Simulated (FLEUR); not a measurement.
# TePb (Fm-3m) in FLEUR: notebook, part 2 of 2

FLEUR MaX-R8.1 (later development tree). Earlier steps stand in the parts before.

**6. Equation of state, PBE, 35.08 Å³/atom (volume scaled by 1.04)**

Changes to inp.xml since step 5:

```diff
@@ -24,3 +24,3 @@
       <xi:include xmlns:xi="http://www.w3.org/2001/XInclude" href="sym.xml"> </xi:include>
-      <bulkLattice scale="1.0000000000">
+      <bulkLattice scale="1.0131594038">
          <bravaisMatrix>
```

Potentials or basis: all-electron, FLAPW.

On the command line:

```bash
$ inpgen -f crystal.txt -profile precise
$ # inp.xml edited to the form shown
$ fleur_MPI
```

Wall time 3.1 min (1 thread of Arm Neoverse V1, shared host); peak memory 0.18 GiB.

Results (log left out):

```yaml
Free_energy: -754439.6856 eV
Valence_electrons_inside_the_program's_atomic_spheres: Pb 17.90; Te 20.13 (radii Pb 2.66, Te 2.66 bohr)
```

Caveat: this odd mesh misses L, where the gap lies, so gap, dielectric constants and Born charges aren't listed.

**7. Equation of state, PBE, 35.75 Å³/atom (volume scaled by 1.06)**

Changes to inp.xml since step 6:

```diff
@@ -24,3 +24,3 @@
       <xi:include xmlns:xi="http://www.w3.org/2001/XInclude" href="sym.xml"> </xi:include>
-      <bulkLattice scale="1.0131594038">
+      <bulkLattice scale="1.0196128224">
          <bravaisMatrix>
```

On the command line:

```bash
$ inpgen -f crystal.txt -profile precise
$ # inp.xml edited to the form shown
$ fleur_MPI
```

Wall time 3.1 min (1 thread of Arm Neoverse V1, shared host); peak memory 0.19 GiB.

The run converged. Its results:

| Quantity | Value |
| --- | --- |
| Free energy | -754439.6860 eV |
| Valence electrons inside the program's atomic spheres | Pb 17.89; Te 20.12 (radii Pb 2.66, Te 2.66 bohr) |

Caveat: this odd mesh misses L, where the gap lies, so gap, dielectric constants and Born charges aren't listed.

**8. Equation of state, PBE**

No new run: the results of the series are fitted here.

Results:

- Equilibrium volume: 35.45 Å³/atom
- Bulk modulus: 39 GPa
- Pressure derivative of the bulk modulus: 4.5 (rough: it moves with the points fitted)

Energy against volume, from the lowest point:
| volume (Å³/atom) | energy (meV/atom) |
| --- | --- |
| 31.706 | 58.12 |
| 32.380 | 37.50 |
| 33.730 | 10.74 |
| 35.079 | 0.19 |
| 35.753 | 0.00 |

Caveat: this odd mesh misses L, where the gap lies, so gap, dielectric constants and Born charges aren't listed. Spin-orbit coupling is left out, which matters for the levels of Pb, Te.

**9. Against experiment**

Step 2. Against the measured gap of TePb, 0.19 eV (direct; 4.2 K; a printed reference work, monograph), the calculated 0.73 eV is off by +0.54 eV. Spin-orbit coupling on Pb, Te is left out. The value is that of PBE, without temperature or zero-point motion.
